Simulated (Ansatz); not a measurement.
## How fast does O move in Si?

The calculation used DFT PBE, scalar-relativistic, plane waves, PAW in Ansatz. (420 eV cutoff, 2×2×2 k-mesh, shifted by half a step, Gaussian smearing of 0.02 eV, no spin polarisation)

Host crystal, relaxed:

```xyz
4
Lattice="3.8513 0.0000 0.0000 -1.9256 3.3353 0.0000 0.0000 0.0000 6.3650" Properties=species:S:1:pos:R:3 pbc="T T T"
Si    0.0000    2.2235    0.4006
Si    1.9256    1.1118    3.5831
Si    0.0000    2.2235    2.7820
Si    1.9256    1.1118    5.9645
```

In a supercell of 32 host sites, interstitial O hops to an equivalent place, moving 3.13 Å. Climbing-image nudged elastic band at fixed cell; the order of the saddle wasn't checked, and the small cell leaves errors of about a tenth of an eV.

```
image path (Å) E − E(0) (eV)
    0      0.00          0.000
    1      0.62          0.066
    2      1.24          0.974
    3      1.86          2.778
    4      2.48          0.974
    5      3.10          0.066
    6      3.72          0.000
```

What are the barriers forward and back, and what attempt frequency does the shape suggest?

Forward 2.78 eV, back 2.78 eV, the ends being level. For a sinusoidal profile E_b sin²(πx/l), with the O atom alone moving, ν = (1/l)√(E_b/2m) = 9.3×10¹² s⁻¹, within an order of magnitude of the customary 10¹³ s⁻¹; a true prefactor needs the vibrations at the minimum and at the saddle.

With ν = 10¹³ s⁻¹, give the forward jump rate along this one path, the wait 1/k for that jump, the diffusivity D ≈ l²k and the distance √(Dt) covered in an hour at 300, 600 and 1000 K, taking the host as solid throughout.

k = ν exp(−E_b/k_BT):
```json
{"T (K)": "300", "k (1/s)": "2.1×10⁻³⁴", "wait (s)": "4.7×10³³", "D (cm²/s)": "2.1×10⁻⁴⁹", "√(Dt) in 1 h (nm)": "2.7×10⁻¹⁶"}
{"T (K)": "600", "k (1/s)": "4.6×10⁻¹¹", "wait (s)": "2.2×10¹⁰", "D (cm²/s)": "4.5×10⁻²⁶", "√(Dt) in 1 h (nm)": "1.3×10⁻⁴"}
{"T (K)": "1000", "k (1/s)": "0.10", "wait (s)": "10", "D (cm²/s)": "9.8×10⁻¹⁷", "√(Dt) in 1 h (nm)": "5.9"}
```

D = l²k holds for six equivalent jumps in three dimensions (z l²k/6) and is a scale otherwise. Long-range transport needs a connected net of such jumps, and traps slow it. D is that of an interstitial already there. An error of 0.1 eV in the barrier changes k by a factor of 48 at 300 K and 3.2 at 1000 K.

Cost: 1 run of about 11 core-minutes, on Intel Xeon Platinum 8488C (Sapphire Rapids) (shared hosts).